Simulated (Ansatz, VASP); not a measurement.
One calculation of Ta2C, two programs

```
Ta C
1.0
     3.09530    0.00000    0.00000
    -1.54765    2.68061    0.00000
     0.00000    0.00000    4.92108
Ta C
2 1
Direct
  0.33333 0.66667 0.25288
  0.66667 0.33333 0.74712
  0.00000 0.00000 0.00000
```

Alike in both runs: functional PBEsol; k mesh 18 × 18 × 8; occupations gaussian, width 0.1 eV; no spin polarisation.

Ansatz relaxed the structure, and its values are those at the end. VASP's run is a single point on that final structure, the one shown.

```csv
,VASP,Ansatz
version,VASP 6.6.1,Ansatz 0.2.0
potentials or method,"VASP PAW PBE potentials, release 64 (Ta_pv, C)","scalar-relativistic, plane waves, PAW"
plane-wave cutoff (eV),520,420
valence electrons in the cell,26,30
```

Ansatz gave:

| Property | Result |
| --- | --- |
| gap on the k mesh at the Fermi level (eV) | none |
| pressure (GPa) | 0.0 |
| rms of the force components (eV/Å) | 0.001 |

Task: Which values does VASP return?

Result: gap on the k mesh at the Fermi level (eV): none; pressure (GPa): 0.5; rms of the force components (eV/Å): 0.022.

A gap of «none» marks a metal or a gap that the smearing closes. With one functional, cell and mesh, what is left measures potentials, basis and numerics. The two sets of potentials don't hold the same shells in valence.

Caveats: the PAW data sets were made with another functional, which shifts forces and pressure a little (VASP). The runs have no spin-orbit coupling, so splittings on Ta are missing.
